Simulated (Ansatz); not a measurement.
diamond against fcc along the 4d metals

These are results of DFT, RPBE, plane waves (420 eV) with PAW, scalar-relativistic in Ansatz 0.2.0, not measurements. (PAW data from PBE, frozen cores regenerated.)

Each structure is relaxed within its symmetry, in the lowest magnetic state of the tried starts. Differences under about 8 meV lie within the error of the k-point mesh.

```csv
element,E(diamond) − E(fcc) (meV/atom),V(diamond) (Å³/atom),V(fcc) (Å³/atom),state of diamond,state of fcc
Y,1950,51.91,33.94,spin not included,spin not included
Zr,2358,32.34,23.82,spin not included,spin not included
Nb,2181,26.58,19.12,spin not included,spin not included
Mo,1757,23.50,16.27,spin not included,spin not included
Ru,998,20.66,14.05,spin not included,spin not included
Rh,1031,21.52,14.31,spin not included,non-magnetic
Pd,1017,25.62,15.82,ferromagnetic,spin not included
Ag,654,32.41,18.69,spin not included,spin not included
Cd,234,42.45,24.43,spin not included,spin not included
```
